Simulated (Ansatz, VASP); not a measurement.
Two plane-wave programs on Ge

```
Ge
1.0
     1.48805   -2.59469    0.00000
     1.48805    2.59469    0.00000
     0.00000    0.00000    4.72760
Ge
2
Direct
  0.66655 0.33345 0.25000
  0.33345 0.66655 0.75000
```

This isn't the form of Ge at room conditions, which is diamond.

Alike in both runs: task single point; functional PBE; dispersion D3(BJ); k mesh 8 × 8 × 4; occupations gaussian, width 0.1 eV; no spin polarisation.

|  | VASP | Ansatz |
| --- | --- | --- |
| version | VASP 6.6.1 | Ansatz 0.2.0 |
| potentials or method | VASP PAW PBE potentials, release 64 (Ge_d) | scalar-relativistic, plane waves, PAW |
| plane-wave cutoff (eV) | 520 | 420 |
| valence electrons in the cell | 28 | 28 |

|  | VASP | Ansatz | Ansatz less VASP |
| --- | --- | --- | --- |
| gap on the k mesh at the Fermi level (eV) | none | none | - |
| pressure (GPa) | 0.8 | 0.8 | -0.03 |
| largest component of the traceless stress (GPa) | 5.99 | 5.98 | -0.002 |
| rms of the force components (eV/Å) | 0.003 | 0.003 | 0.0000 |

Atom by atom the forces differ by 0.000 eV/Å (rms over components). A gap of «none» marks a metal or a gap that the smearing closes.

Caveats: pairwise dispersion overbinds metals, which lowers pressure and volume.
